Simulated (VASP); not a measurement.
Si (strained diamond): a PBE single-point calculation in VASP

INCAR

```
ISIF = 2
ENCUT = 520
LCHARG = .FALSE.
LWAVE = .FALSE.
EDIFF = 1E-7
GGA = PE
NBANDS = 11
PREC = Accurate
NELM = 120
ISMEAR = -1
IBRION = -1
NSW = 0
LASPH = .TRUE.
LREAL = .FALSE.
SIGMA = 0.02
```

KPOINTS

```
KPOINTS created by Atomic Simulation Environment
0
Gamma
8 8 8
0 0 0
```

KPOINTS_OPT

```
special points
7
Reciprocal
0.0000000000 0.0000000000 0.0000000000 1
0.5000000000 0.0000000000 0.5000000000 1
0.6250000000 0.2500000000 0.6250000000 1
0.3750000000 0.3750000000 0.7500000000 1
0.5000000000 0.5000000000 0.5000000000 1
0.5000000000 0.2500000000 0.7500000000 1
0.4192710000 0.4192710000 0.0000000000 1
```

POSCAR

```
Si
 1.0000000000000000
     0.0000000000000000    2.7357294901999998    2.7127953184000000
     2.7357294901999998    0.0000000000000000    2.7127953184000000
     2.7357294901999998    2.7357294901999998    0.0000000000000000
 Si
   2
Cartesian
  0.0000000000000000  0.0000000000000000  0.0000000000000000
  1.3678647450999999  1.3678647450999999  1.3563976592000000
```

VASP ran with the recommended PBE PAW datasets (8 valence electrons in the cell).

Command

```
mpirun -np 1 vasp_std
```

From OUTCAR

```
k-points           NKPTS =     59   k-points in BZ     NKDIM =     59   number of bands    NBANDS=     11

   NELECT =       8.0000    total number of electrons

   dimension x,y,z NGX =    30 NGY =   30 NGZ =   30
   dimension x,y,z NGXF=    60 NGYF=   60 NGZF=   60

  energy-cutoff  :      520.00
  volume of cell :       40.61
      direct lattice vectors                 reciprocal lattice vectors
     0.000000000  2.735729490  2.712795318    -0.182766608  0.182766608  0.184311731
     2.735729490  0.000000000  2.712795318     0.182766608 -0.182766608  0.184311731
     2.735729490  2.735729490  0.000000000     0.182766608  0.182766608 -0.184311731

 k-points in reciprocal lattice and weights: KPOINTS created by Atomic Simulation Env
   0.00000000  0.00000000  0.00000000       0.002
   0.12500000  0.00000000  0.00000000       0.016
   0.25000000  0.00000000  0.00000000       0.016
   0.37500000  0.00000000  0.00000000       0.016
   0.50000000  0.00000000  0.00000000       0.008
   0.12500000  0.12500000  0.00000000       0.004
   0.25000000  0.12500000  0.00000000       0.016
   0.37500000  0.12500000  0.00000000       0.016
   ...

 E-fermi :   5.9940

 k-point     1 :       0.0000    0.0000    0.0000
  band No.  band energies     occupation
      1      -6.1752      2.00000
      2       5.6672      2.00000
      3       5.6672      2.00000
      4       5.7256      2.00000
      5       8.2255      0.00000
      6       8.2565      0.00000
      7       8.2565      0.00000
      8       8.8986      0.00000
      9      13.3235      0.00000
     10      13.4733      0.00000
     11      13.5914      0.00000

 k-point     2 :       0.1250    0.0000    0.0000
  band No.  band energies     occupation
      1      -5.9736      2.00000
      2       4.0938      2.00000
      3       5.3792      2.00000
      4       5.4255      2.00000
      5       8.1492      0.00000
      6       8.6575      0.00000
      7       8.6723      0.00000
      8      10.2787      0.00000
      9      12.8643      0.00000
     10      12.9812      0.00000
     11      14.3708      0.00000

 k-point     3 :       0.2500    0.0000    0.0000
  band No.  band energies     occupation
      1      -5.3854      2.00000
      2       1.7880      2.00000
      3       4.9067      2.00000
      4       4.9675      2.00000
      5       7.6683      0.00000
      6       9.1711      0.00000
      7       9.1939      0.00000
      8      12.4921      0.00000
      9      12.8589      0.00000
     10      12.8951      0.00000
     11      14.6402      0.00000

 k-point     4 :       0.3750    0.0000    0.0000
  band No.  band energies     occupation
      1      -4.5045      2.00000
      2      -0.2080      2.00000
      3       4.5763      2.00000
      4       4.6498      2.00000
      5       7.3033      0.00000
      6       9.1105      0.00000
      7       9.1696      0.00000
      8      13.5408      0.00000
      9      14.2143      0.00000
     10      14.2619      0.00000
     11      15.2615      0.00000

 k-point     5 :       0.5000    0.0000    0.0000
  band No.  band energies     occupation
      1      -3.8791      2.00000
      2      -1.2140      2.00000
      3       4.4628      2.00000
      4       4.5412      2.00000
      5       7.1749      0.00000
      6       9.0010      0.00000
      7       9.0673      0.00000
      8      13.3984      0.00000
      9      16.1517      0.00000
     10      16.2453      0.00000
     11      16.8397      0.00000

 k-point     6 :       0.1250    0.1250    0.0000
  band No.  band energies     occupation
      1      -5.9029      2.00000
      2       4.3760      2.00000
      3       4.8701      2.00000
      4       4.8701      2.00000
      5       7.6702      0.00000
      6       9.3798      0.00000
      7       9.3798      0.00000
      8       9.9661      0.00000
      9      12.2731      0.00000
     10      13.6265      0.00000
     11      14.6846      0.00000

 k-point     7 :       0.2500    0.1250    0.0000
  band No.  band energies     occupation
      1      -5.4376      2.00000
      2       2.4799      2.00000
      3       4.3594      2.00000
      4       4.4701      2.00000
      5       7.7935      0.00000
      6       9.3482      0.00000
      7      10.1251      0.00000
      8      10.4532      0.00000
      9      13.1496      0.00000
     10      13.8228      0.00000
     11      15.6533      0.00000

 k-point     8 :       0.3750    0.1250    0.0000
  band No.  band energies     occupation
      1      -4.6319      2.00000
      2       0.4371      2.00000
      3       3.9024      2.00000
      4       4.0874      2.00000
      5       7.8849      0.00000
      6       9.3427      0.00000
      7      10.1090      0.00000
      8      11.0961      0.00000
      9      14.9901      0.00000
     10      14.9963      0.00000
     11      15.5720      0.00000

 k-point     9 :       0.5000    0.1250    0.0000
  band No.  band energies     occupation
      1      -3.7880      2.00000
      2      -1.0016      2.00000
      3       3.4692      2.00000
      4       4.1055      2.00000
      5       7.8183      0.00000
      6       9.2393      0.00000
      7       9.7528      0.00000
      8      12.9502      0.00000
      9      14.6488      0.00000
     10      16.1582      0.00000
     11      17.1882      0.00000

 k-point    10 :      -0.3750    0.1250    0.0000
  band No.  band energies     occupation
      1      -4.0359      2.00000
      2      -0.6272      2.00000
      3       3.2904      2.00000
      4       4.3956      2.00000
      5       7.9739      0.00000
      6       9.3460      0.00000
      7       9.5301      0.00000
      8      13.5661      0.00000
      9      13.7713      0.00000
     10      14.8369      0.00000
     11      16.7730      0.00000

 k-point    11 :      -0.2500    0.1250    0.0000
  band No.  band energies     occupation
      1      -4.9451      2.00000
      2       1.1014      2.00000
      3       3.4377      2.00000
      4       4.8831      2.00000
      5       8.3324      0.00000
      6       9.3484      0.00000
      7       9.5624      0.00000
      8      11.9504      0.00000
      9      12.1479      0.00000
     10      15.4665      0.00000
     11      15.6681      0.00000

 k-point    12 :      -0.1250    0.1250    0.0000
  band No.  band energies     occupation
      1      -5.6439      2.00000
      2       3.0121      2.00000
      3       4.1141      2.00000
      4       5.3653      2.00000
      5       8.6497      0.00000
      6       8.8090      0.00000
      7       9.0657      0.00000
      8      11.1736      0.00000
      9      11.9964      0.00000
     10      13.6327      0.00000
     11      15.3895      0.00000

 k-point    13 :       0.2500    0.2500    0.0000
  band No.  band energies     occupation
      1      -5.0961      2.00000
      2       2.2079      2.00000
      3       3.7925      2.00000
      4       3.7925      2.00000
      5       6.7866      0.00000
      6       8.8294      0.00000
      7      11.4068      0.00000
      8      11.4068      0.00000
      9      13.6747      0.00000
     10      14.5337      0.00000
     11      17.0834      0.00000

 k-point    14 :       0.3750    0.2500    0.0000
  band No.  band energies     occupation
      1      -4.3910      2.00000
      2       0.7847      2.00000
      3       3.0482      2.00000
      4       3.4734      2.00000
      5       7.0061      0.00000
      6       8.5613      0.00000
      7      11.6441      0.00000
      8      11.9003      0.00000
      9      15.6125      0.00000
     10      15.7712      0.00000
     11      17.2994      0.00000

 k-point    15 :       0.5000    0.2500    0.0000
  band No.  band energies     occupation
      1      -3.4793      2.00000
      2      -0.6490      2.00000
      3       2.2214      2.00000
      4       3.4718      2.00000
      5       7.1802      0.00000
      6      10.0594      0.00000
      7      11.3913      0.00000
      8      11.5539      0.00000
      9      15.8413      0.00000
     10      16.1883      0.00000
     11      17.8023      0.00000

 k-point    16 :      -0.3750    0.2500    0.0000
  band No.  band energies     occupation
      1      -3.2959      2.00000
      2      -0.8904      2.00000
      3       1.7792      2.00000
      4       3.7828      2.00000
      5       7.4909      0.00000
      6      11.1274      0.00000
      7      11.1360      0.00000
      8      12.5184      0.00000
      9      13.6426      0.00000
     10      13.6463      0.00000
     11      18.2783      0.00000

 ...

  Total        0.0897955      0.0897955      0.2931050      0.0000000      0.0000000      0.0000000
  in kB        3.5430047      3.5430047     11.5648630      0.0000000      0.0000000      0.0000000
  external PRESSURE =       6.2169575 kB  Pullay stress =       0.0000000 kB

 POSITION                                       TOTAL-FORCE (eV/Angst)
 -----------------------------------------------------------------------------------
      0.00000      0.00000      0.00000        -0.000000      0.000000     -0.000000
      1.36786      1.36786      1.35640         0.000000     -0.000000      0.000000
 -----------------------------------------------------------------------------------
    total drift:                               -0.000000     -0.000000     -0.000000

  FREE ENERGIE OF THE ION-ELECTRON SYSTEM (eV)
  ---------------------------------------------------
  free  energy   TOTEN  =       -10.8449535775 eV

  energy  without entropy=      -10.8449535737  energy(sigma->0) =      -10.84495358
```

```yaml
gap_between_bands_v_and_c: 0.51 eV
least_direct_gap: 2.50 eV
pressure: 0.6 GPa
```

Band v is the last that the valence electrons fill when counted band by band, and c is the next.

The run took about 29 s on one core of a shared host (Intel Xeon Platinum 8488C) and held 0.18 GiB at most.
